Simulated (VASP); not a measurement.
# Ca (Fd-3m) in VASP: notebook

Runs on Ca. Level: revPBE. Tasks: single point.

All numbers are computed with VASP 6.6.1; they aren't measurements. Logs are shortened: lines on timing, memory, paths and dates and some standing lists are left out, and cuts for length are marked.

## 1. The structure

It takes space group Fd-3m (No. 227, cubic). Conventional cell: a = 8.737 Å, b = 8.737 Å, c = 8.737 Å, α = 90.00°, β = 90.00°, γ = 90.00°. Around Ca (site symmetry -43m) lie 4 Ca at 3.78 Å.

This isn't the form of Ca at room conditions, which is fcc.

## 2. Single point, revPBE

Contents of INCAR:

```
PREC     = Accurate       # precision mode
ENCUT    = 520            # plane-wave cutoff, eV
EDIFF    = 1E-6           # SCF threshold, eV
ISMEAR   = -1             # smearing method
SIGMA    = 0.1            # smearing width, eV
LREAL    = False          # projectors in reciprocal space
LASPH    = True           # aspherical terms in the spheres
NELM     = 80             # most SCF steps
ALGO     = Fast           # electronic algorithm
ISIF     = 2              # what is computed and relaxed
LWAVE    = False          # write WAVECAR
LCHARG   = False          # write CHGCAR
GGA      = RE             # functional
NBANDS   = 17             # bands
```

Contents of KPOINTS:

```
Automatic mesh
0
Gamma
  10 10 10
```

Contents of POSCAR:

```
Ca
1.0
    0.0000000000      4.3683114087      4.3683114087
    4.3683114087      0.0000000000      4.3683114087
    4.3683114087      4.3683114087      0.0000000000
Ca
2
Direct
    0.1250000000      0.1250000000      0.1250000000
    0.8750000000      0.8750000000      0.8750000000
```

Potentials or basis: VASP PAW PBE potentials, release 64 (Ca_sv).

On the command line:

```sh
$ cat potpaw_PBE.64/Ca_sv/POTCAR > POTCAR
$ mpirun -np 1 vasp_std > vasp.out
```

OUTCAR:

```text
PREC = Accurate
   ENCUT = 520
   EDIFF = 1E-6
   ISMEAR = -1
   LREAL = False
   LASPH = True
   NELM = 80
   ISIF = 2
   GGA = RE

 ion  position               nearest neighbor table
   1  0.125  0.125  0.125-
   2  0.875  0.875  0.875-

  LATTYP: Found a face centered cubic cell.
 ALAT       =     8.7366228174

  Lattice vectors:

 A1 = (   0.0000000000,   4.3683114087,   4.3683114087)
 A2 = (   4.3683114087,   0.0000000000,   4.3683114087)
 A3 = (   4.3683114087,   4.3683114087,   0.0000000000)

Analysis of symmetry for initial positions (statically):
=====================================================================
 Subroutine PRICEL returns:
 Original cell was already a primitive cell.

 Routine SETGRP: Setting up the symmetry group for a
 face centered cubic supercell.

 Subroutine GETGRP returns: Found 48 space group operations
 (whereof 12 operations were pure point group operations)
 out of a pool of 48 trial point group operations.

The static configuration has the point symmetry D_3d.
 The point group associated with its full space group is O_h .

Analysis of symmetry for dynamics (positions and initial velocities):
=====================================================================
 Subroutine PRICEL returns:
 Original cell was already a primitive cell.

 Routine SETGRP: Setting up the symmetry group for a
 face centered cubic supercell.

 Subroutine GETGRP returns: Found 48 space group operations
 (whereof 12 operations were pure point group operations)
 out of a pool of 48 trial point group operations.

The dynamic configuration has the point symmetry D_3d.
 The point group associated with its full space group is O_h .

 Subroutine INISYM returns: Found 48 space group operations
 (whereof 12 operations are pure point group operations),
 and found     1 'primitive' translations

----------------------------------------------------------------------------------------

                                     Primitive cell

  volume of cell :     166.7135

  direct lattice vectors                    reciprocal lattice vectors
     0.000000000  4.368311409  4.368311409    -0.114460704  0.114460704  0.114460704
[... 80 lines left out ...]
   ISPIN  =      1    spin polarized calculation?
   LNONCOLLINEAR =      F non collinear calculations
   LSORBIT =      F    spin-orbit coupling
   LASPH  =      T    aspherical Exc in radial PAW
   ENCUT  =  520.0 eV  38.22 Ry    6.18 a.u.  11.49 11.49 11.49*2*pi/ulx,y,z
   NELM   =     80;   NELMIN=  2; NELMDL= -5     # of ELM steps
   EDIFF  = 0.1E-05   stopping-criterion for ELM
   LREAL  =      F    real-space projection
   EDIFFG = 0.1E-04   stopping-criterion for IOM
   NSW    =      0    number of steps for IOM
   IBRION =     -1    ionic relax: 0-MD 1-quasi-New 2-CG
   NFREE  =      0    steps in history (QN), initial steepest desc. (CG)
   ISIF   =      2    stress and relaxation
   ISYM   =      2    0-nonsym 1-usesym 2-fastsym
   POTIM  = 0.5000    time-step for ionic-motion
   TEBEG  =    0.0;   TEEND  =   0.0 temperature during run
   PSTRESS=    0.0 pullay stress
   NELECT =      20.0000    total number of electrons
   NUPDOWN=      -1.0000    fix difference up-down
   EMIN   =  10.00;   EMAX   =-10.00  energy-range for DOS
   EFERMI =   0.00;   METHOD = LEGACY
   ISMEAR =    -1;   SIGMA  =   0.10  broadening in eV -4-tet -1-fermi 0-gaus
   EFERMI_NEDOS =   21; number of points for ismear=-14 and -15
   IALGO  =     68    algorithm
   IMIX   =      4    mixing-type and parameters
     AMIX     =   0.40;   BMIX     =  1.00
     AMIX_MAG =   1.60;   BMIX_MAG =  1.00
  volume/ion in A,a.u.               =      83.36       562.52
  Fermi-wavevector in a.u.,A,eV,Ry     =   0.807411  1.525785  8.869805  0.651912
  Thomas-Fermi vector in A             =   1.916025
   LORBIT       =      0    0 simple, 1 ext, 2 COOP (PROOUT), +10 PAW based schemes
   GGA     = RE    functional components
   LHFCALC =     F    Hartree Fock is set to
   AEXX    =    0.0000 exact exchange contribution
   IVDW    =     0    specifies the selected vdW correction
   LEPSILON=     F    determine dielectric tensor
   LRPA    =     F    only Hartree local field effects (RPA)
 non-spin polarized calculation
 RMM-DIIS sequential band-by-band and
  energy-cutoff  :      520.00
  volume of cell :      166.71
 maximum number of plane-waves:      4536
 NGX is ok and might be reduce to    48
   NGX = 23   NGY = 23   NGZ = 23

 number of electron      20.0000003 magnetization

 Free energy of the ion-electron system (eV)
  ---------------------------------------------------
  ext. energy  EPLUGINS =         0.00000000
  ---------------------------------------------------
  free energy    TOTEN  =        -1.56165276 eV

  energy without entropy =       -1.45496828  energy(sigma->0) =       -1.50831052

 E-fermi :  -0.1056     XC(G=0):  -5.6263

 val. band max:       -0.1136181135   @ k =  -0.4000   0.4000   0.1000
 cond. band min:      -0.0937089716   @ k =  -0.4000   0.4000   0.2000
 fundamental gap:      0.0199091419
 Fermi energy:        -0.1056378154

 k-point     1 :       0.0000    0.0000    0.0000
  band No.  band energies     occupation
      1     -43.4337      2.00000
      2     -43.4206      2.00000
      3     -24.3650      2.00000
      4     -24.3650      2.00000
      5     -24.3650      2.00000
      6     -24.3146      2.00000
[... 457 lines left out ...]
      4     -24.3721      2.00000
      5     -24.3517      2.00000
      6     -24.3285      2.00000
[... 9 lines left out ...]
     16       1.3435      0.00000
     17       1.4359      0.00000

 [... further k-points ...]

------------------------ aborting loop because EDIFF is reached ----------------------------------------

  FORCE on cell =-STRESS in cart. coord.  units (eV):
  Direction    XX          YY          ZZ          XY          YZ          ZX
  --------------------------------------------------------------------------------------
  -------------------------------------------------------------------------------------
  Total        0.0312093      0.0312093      0.0312093      0.0000000      0.0000000     -0.0000000
  in kB        0.2999331      0.2999331      0.2999331      0.0000000      0.0000000     -0.0000000
  external PRESSURE =       0.2999331 kB  Pullay stress =       0.0000000 kB

 VOLUME and BASIS-vectors are now :
 -----------------------------------------------------------------------------
  energy-cutoff  :      520.00
  volume of cell :      166.71
      direct lattice vectors                 reciprocal lattice vectors
     0.000000000  4.368311409  4.368311409    -0.114460704  0.114460704  0.114460704
     4.368311409  0.000000000  4.368311409     0.114460704 -0.114460704  0.114460704
     4.368311409  4.368311409  0.000000000     0.114460704  0.114460704 -0.114460704

 POSITION                                       TOTAL-FORCE (eV/Angst)
 -----------------------------------------------------------------------------------
      1.09208      1.09208      1.09208        -0.000000     -0.000000     -0.000000
      7.64454      7.64454      7.64454         0.000000      0.000000      0.000000
 -----------------------------------------------------------------------------------
    total drift:                                0.000000      0.000000      0.000000

  FREE ENERGIE OF THE ION-ELECTRON SYSTEM (eV)
  ---------------------------------------------------
  free  energy   TOTEN  =        -1.5616527596 eV

  energy  without entropy=       -1.4549682846  energy(sigma->0) =       -1.50831052
```

Wall time 3.4 min (1 thread of Intel Xeon Platinum 8488C (Sapphire Rapids), shared host); peak memory 0.37 GiB.

What came out:

```yaml
Free_energy: -1.5617 eV
Pressure: 0.0 GPa
Band_gap_on_the_k_mesh: none (metal or under the smearing width)
```

Levels at points of the mesh, in eV from the Fermi level:
| k point | band 6 | band 7 | band 8 | band 9 | band 10 | band 11 | band 12 | band 13 | band 14 | band 15 |
| --- | --- | --- | --- | --- | --- | --- | --- | --- | --- | --- |
| (0.00, 0.00, 0.00) | -24.21 | -24.21 | -24.21 | -2.91 | 0.62 | 0.62 | 0.62 | 0.89 | 0.89 | 1.38 |
| (0.50, 0.00, 0.00) | -24.21 | -24.20 | -24.20 | -1.85 | -0.87 | 0.74 | 0.76 | 0.76 | 0.78 | 0.78 |
| (0.50, 0.50, 0.00) | -24.23 | -24.20 | -24.20 | -1.07 | -1.07 | 0.27 | 0.27 | 0.74 | 0.74 | 1.44 |

Caveat: the PAW data sets were made with another functional, which shifts forces and pressure a little.

## 3. Single point, revPBE

Contents of INCAR:

```
SYSTEM = Ca
ALGO = Normal ; EDIFF = 1E-7
ENCUT = 520 ; GGA = RE
ISIF = 2 ; ISMEAR = -1
LASPH = .TRUE. ; LCHARG = .TRUE.
LELF = .TRUE. ; LREAL = .FALSE.
LVHAR = .TRUE. ; LWAVE = .FALSE.
NBANDS = 17 ; NELM = 100
PREC = Accurate ; SIGMA = 0.1
```

Contents of KPOINTS:

```
k-points
0
G
  7 7 7
  0 0 0
```

POSCAR is that of step 2.

Potentials or basis: VASP PAW PBE potentials, release 64 (Ca_sv).

On the command line:

```sh
$ cat potpaw_PBE.64/Ca_sv/POTCAR > POTCAR
$ mpirun -np 1 vasp_std > vasp.out
```

Wall time 89 s (1 thread of Intel Xeon Platinum 8488C (Sapphire Rapids), shared host); peak memory 0.32 GiB.

Results (log left out):

| Item | Value |
| --- | --- |
| Free energy | -1.5616 eV |
| Pressure | 0.0 GPa |
| Band gap on the k mesh | none (metal or under the smearing width) |

Levels at points of the mesh, in eV from the Fermi level:
```
           k point  band 8  band 9  band 10  band 11  band 12  band 13
(0.00, 0.00, 0.00)  -24.21   -2.92     0.62     0.62     0.62     0.88
```

Caveat: the PAW data sets were made with another functional, which shifts forces and pressure a little.

## 4. Single point, revPBE

This run uses another cell than the first one, of 86.69 Å³/atom, 1.040 times its volume.

Contents of INCAR:

```
SYSTEM = Ca
PREC = Accurate ; ENCUT = 520
EDIFF = 1E-7 ; ISMEAR = -1
SIGMA = 0.1 ; LREAL = .False.
LASPH = .True. ; NELM = 80
ALGO = Normal ; ISIF = 2
LWAVE = .False. ; LCHARG = .False.
GGA = RE ; NBANDS = 17
```

Contents of KPOINTS:

```
regular mesh
0
Gamma
  7 7 7
  0 0 0
```

Contents of POSCAR:

```
Ca
1.0
    0.0000000000      4.4257957825      4.4257957825
    4.4257957825      0.0000000000      4.4257957825
    4.4257957825      4.4257957825      0.0000000000
Ca
2
Direct
    0.1250000000      0.1250000000      0.1250000000
    0.8750000000      0.8750000000      0.8750000000
```

On the command line:

```sh
$ cat potpaw_PBE.64/Ca_sv/POTCAR > POTCAR
$ mpirun -np 1 vasp_std > vasp.out
```

Wall time 88 s (1 thread of Intel Xeon Platinum 8488C (Sapphire Rapids), shared host); peak memory 0.31 GiB.

The run converged. Its results:

* Free energy: -1.5605 eV
* Pressure: -0.1 GPa
* Band gap on the k mesh: none (metal or under the smearing width)

Levels at points of the mesh, in eV from the Fermi level:
```csv
k point,band 6,band 7,band 8,band 9,band 10,band 11,band 12,band 13,band 14,band 15
"(0.00, 0.00, 0.00)",-24.26,-24.26,-24.26,-2.87,0.61,0.61,0.61,0.88,0.88,1.35
```

Caveat: the PAW data sets were made with another functional, which shifts forces and pressure a little.

## 5. Overview

```tsv
cell	k mesh	gap on the mesh (eV)	pressure (GPa)
Fd-3m, 83.36 Å³/atom	10 × 10 × 10	none	0.0
Fd-3m, 83.36 Å³/atom	7 × 7 × 7	none	0.0
Fd-3m, 86.69 Å³/atom	7 × 7 × 7	none	-0.1
```

Alike in all rows: task single point; level revPBE; potentials or basis VASP PAW PBE potentials, release 64 (Ca_sv); no spin polarisation; cutoff (eV) 520; smearing fermi-dirac 0.1 eV.

Every run on the cell as given and a fine mesh finds a metal.

Caveats: the PAW data sets were made with another functional, which shifts forces and pressure a little.

Total energies depend on the potentials used, so only differences within one code and one set of settings carry meaning.
